MoS₂ is a solid lubricant whose layers slide and part easily, so one might expect it to be soft under compression, with the pressure rising in proportion to the volume removed. This series shows neither. The calculated crystal has a bulk modulus near 140 GPa, and it stiffens quickly as it shrinks. Two sizes are worth remembering: shortening all lengths by 1 % costs roughly 4 GPa, and each further GPa of pressure raises the modulus by a little over 4 GPa.

MoS₂ (R3m, 3 atoms per cell) at scaled volumes with cell shape and fractional positions fixed, calculated with GPAW 26.7.0 and PBE, without dispersion correction, spin polarisation or spin–orbit coupling. The runs use gpaw-data 1.2.1 PAW data sets, a 600 eV plane-wave cutoff, a 10×10×10 k mesh and 0.05 eV Fermi–Dirac smearing. Energies are relative to the fitted minimum.

```
volume (Å³/atom)  energy (meV/atom)  pressure (GPa)
           16.66              82.44          16.810
           17.02              49.81          12.560
           17.37              26.10           8.730
           17.73              10.43           5.290
           18.08               2.01           2.190
           18.44               0.11          -0.610
           18.79               4.09          -3.130
```

The energy is counted per atom from the minimum of the fitted curve. A positive pressure means that the cell would expand if released, a negative one that it is being held stretched. The volumes are equally spaced, yet the pressure changes by 4.25 GPa over the most compressed step and by only 2.52 GPa over the most expanded one. The steps in between fall smoothly from the first value to the second, and no row is out of line.

The high stiffness comes from the way the cell is compressed. Its shape and the fractional positions of the atoms are held fixed, so every distance shrinks by the same percentage. The weak gaps between the layers cannot close first and spare the rest. The strong Mo–S bonds inside each layer have to shorten too, from 2.414 Å at the minimum to 2.337 Å in the smallest cell.

The growth of the stiffness has two sources, and the first is geometry. Suppose that the energy were that of an ideal spring in the length. Let x be the length divided by its value at the minimum, V₀ the volume there and B the modulus there. Then

E = (9/2) B V₀ (x − 1)²

V = V₀ x³

P = −dE/dV = −3B (x − 1)/x²

The x² in the last line appears because the same force presses on a smaller area when the cell shrinks. In a smaller cell, an equal step in volume is also a larger step in length. Both effects make the pressure steps grow on compression, but not by enough. From the spring column of the output, the steps at the two ends are 14.35 − 11.13 = 3.22 GPa and 3.157 − 0.519 = 2.64 GPa. Their ratio is about 1.2, whereas the calculated pressures give about 1.7.

The second and larger source is that a bond is not an ideal spring. When atoms approach, their filled shells overlap, and the Pauli repulsion rises almost exponentially, while the attraction changes more slowly. Shortening a bond therefore costs more than stretching it by the same amount. A Morse curve puts this into a simple form, with L the Mo–S length, L₀ its value at the minimum, D a depth and a the steepness:

E = D [1 − exp(−a(L − L₀))]²

For small changes this becomes

E ≈ D a² (L − L₀)² [1 − a(L − L₀)]

The last bracket exceeds one for a shortened bond and is below one for a stretched bond. Differentiating shows that the force of the ideal spring is multiplied by 1 − (3/2)a(L − L₀).

D and a were fitted to the energies of all seven rows, which gave a = 1.42 per Å. The smallest cell serves as a worked case. Its lengths are 3.2 % below those at the minimum, so the ideal spring gives

P ≈ 3 × 140 GPa × 0.032/0.968² ≈ 14.3 GPa

The bond is shorter by 2.414 − 2.337 = 0.077 Å, so the correction factor is

1 + 1.5 × 1.42 × 0.077 ≈ 1.16

The product is about 16.7 GPa, against 16.81 GPa in the table. The energy of this row was part of the fit, but its pressure was not. Since both belong to the same calculated curve, the agreement is a test of consistency rather than an independent confirmation.

The same model explains how fast the modulus grows with pressure. At the minimum,

dB/dP = 1 + a L₀ ≈ 1 + 3.4 = 4.4

The 1 is the share of geometry, and the 3.4 is the share of the bond's uneven resistance to shortening and stretching. For a neighbouring case the rule reads: the faster the repulsion steepens relative to the bond length, the faster the solid stiffens under pressure.

The good fit does not show that the Mo–S bonds carry the whole load. All distances scale together, so the S–S, Mo–Mo and interlayer contributions are folded into the same curve. The second-order Birch-Murnaghan equation, which knows no bonds and has a built-in slope of 4, reproduces the pressures with almost the same rms error, although its error drifts with volume while that of the Morse curve stays nearly constant. That the Mo–S bonds dominate is an argument from chemistry: they are the strongest short contacts being compressed. Nor should D be read as a bond energy, because the rows stay close to the minimum. The output printed below compares the three descriptions row by row.

The Morse pressures lie about 0.1 GPa above the calculated ones in every row. A nearly constant offset of this sign is what a finite plane-wave cutoff commonly produces, known as Pulay stress, though no second cutoff was run to test it. It is far too small to affect the trend. It matters only if the equilibrium volume is read from the zero of the pressure instead of from the minimum of the energy.

The starting cell, at 17.73 Å³ per atom, is under 5.29 GPa. It would like to be about 3.6 % larger in volume, or 1.2 % in every length. PBE's usual tendency towards slightly long bonds may be one reason, the missing dispersion attraction between the layers a second, and sulfur positions that were not relaxed a third; this series cannot separate them.

In practice, the modulus found here should be used as the stiffness against uniform scaling, not as the response of a real crystal in a pressure cell. In a series with shape and positions relaxed at each volume, the gaps between the layers would take up much of the compression. That was not computed here, but the moduli measured for bulk MoS₂ are indeed much lower. A relaxed series also needs a treatment of dispersion, because PBE alone hardly binds the layers. In a rock-salt crystal the difficulty does not arise: the cell stays cubic and symmetry fixes the fractional position of every atom. All distances then scale together under hydrostatic pressure, and a fixed-shape curve already describes the static response.

Numerical output:

```
fit of energy on 7 rows: coefficient of (1 - exp(-s*(L - L0)))**2 6170 +/- 0.16, s 1.418; rms 0.00224, worst 17.73 0.00438, leave-one-out rms 0.00466
Lengths and pressures:
    row  Mo-S length (angstrom)  spring (GPa)  Birch 2nd order (GPa)  Morse (GPa)  modulus from the row above to this row (GPa)
  16.66                   2.337         14.35                  16.61        16.91                                           n/a
  17.02                   2.354         11.13                  12.48        12.66                                         201.9
  17.37                    2.37          8.04                  8.741        8.833                                         185.8
  17.73                   2.386         5.073                  5.351        5.386                                         170.3
  18.08                   2.402         2.222                  2.275        2.281                                         156.5
  18.44                   2.417       -0.5192                -0.5163      -0.5156                                         144.2
  18.79                   2.433        -3.157                 -3.051       -3.034                                         132.3
Mo-S length at the minimum of the path (angstrom): 2.414
Largest shortening of all lengths from the minimum (percent): 3.194
Largest stretching of all lengths from the minimum (percent): 0.7614
Pressure change over the most compressed volume step (GPa): 4.25
Pressure change over the most expanded volume step (GPa): 2.52
Ratio of these two pressure changes: 1.687
Share of the highest pressure that the plain spring gives (percent): 85.36
Modulus at the minimum from the Morse curve (GPa): 140.2
Part of the modulus slope from Morse anharmonicity: 3.424
Whole modulus slope from the Morse curve: 4.424
Modulus slope of the run's own fit: 4.365
Rms pressure miss of the spring (GPa): 1.111
Rms pressure miss of Birch 2nd order (GPa): 0.1021
Rms pressure miss of the Morse curve (GPa): 0.09661
Mean of Morse pressure less printed pressure (GPa): 0.09655
Smallest gap on the mesh (eV): 0.8908
Largest gap on the mesh (eV): 0.9843
```
